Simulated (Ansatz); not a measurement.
## Profile along the Sn–O line in BaSnO3 (cubic perovskite)

BaSnO$_{3}$ (cubic perovskite)

```yaml
crystal:
  lattice:
    - [4.13052, 0.00000, 0.00000]
    - [0.00000, 4.13052, 0.00000]
    - [0.00000, 0.00000, 4.13052]
  atoms:
    - { symbol: Ba, position: [0.00000, 0.00000, 0.00000] }
    - { symbol: Sn, position: [0.50000, 0.50000, 0.50000] }
    - { symbol: O, position: [0.00000, 0.50000, 0.50000] }
    - { symbol: O, position: [0.50000, 0.50000, 0.00000] }
    - { symbol: O, position: [0.50000, 0.00000, 0.50000] }
```

Fields along a shortest Sn–O line of a {100} plane (2.07 Å), from Sn to O, interpolated on the slice's grid (step about 0.2 Å). Computed with r2SCAN (plane waves to 500 eV, PAW, scalar-relativistic; Ansatz, a quantum-chemistry and plane-wave program). k mesh 8×8×8. Near the nuclei the fields are pseudised (PAW); where an atom keeps semicore shells as valence, they peak there. BaSnO3 was relaxed with its symmetry unable to fall. The PAW data are Ansatz's earlier set.

```
distance from Sn (Å)  valence electron density (e/Å³)  electron localisation function  density of the highest valence band (e/Å³)  density of the lowest conduction band (e/Å³)
--------------------  -------------------------------  ------------------------------  ------------------------------------------  --------------------------------------------
0.00                                            13.01                               x                                       0.000                                         0.021
0.10                                            12.56                               x                                       0.000                                         0.026
0.21                                            11.31                               x                                       0.000                                         0.038
0.31                                             9.48                               x                                       0.000                                         0.056
0.41                                             7.37                            0.01                                       0.000                                         0.078
0.52                                             5.28                            0.04                                       0.001                                         0.100
0.62                                             3.45                            0.09                                       0.001                                         0.115
0.72                                             2.00                            0.14                                       0.002                                         0.120
0.83                                             1.10                            0.18                                       0.003                                         0.111
0.93                                             0.71                            0.19                                       0.005                                         0.091
1.03                                             0.61                            0.24                                       0.008                                         0.068
1.14                                             0.67                            0.40                                       0.012                                         0.050
1.24                                             0.88                            0.59                                       0.019                                         0.047
1.35                                             1.22                            0.73                                       0.028                                         0.068
1.45                                             1.80                            0.78                                       0.041                                         0.121
1.55                                             2.72                            0.76                                       0.052                                         0.197
1.66                                             3.99                            0.70                                       0.057                                         0.271
1.76                                             5.51                               x                                       0.050                                         0.303
1.86                                             7.03                               x                                       0.031                                         0.299
1.97                                             8.18                               x                                       0.011                                         0.264
2.07                                             8.62                               x                                       0.001                                         0.243
```

x: too close to a nucleus for the ELF to mean much. Band densities are of whole bands, smooth part only.

Density on the Sn–O line (2.07 Å) at its midpoint: 0.61 e/Å³. ELF at that point: 0.24. Element round which the density of the highest valence band (whole band, smooth part) is largest on this plane: O.
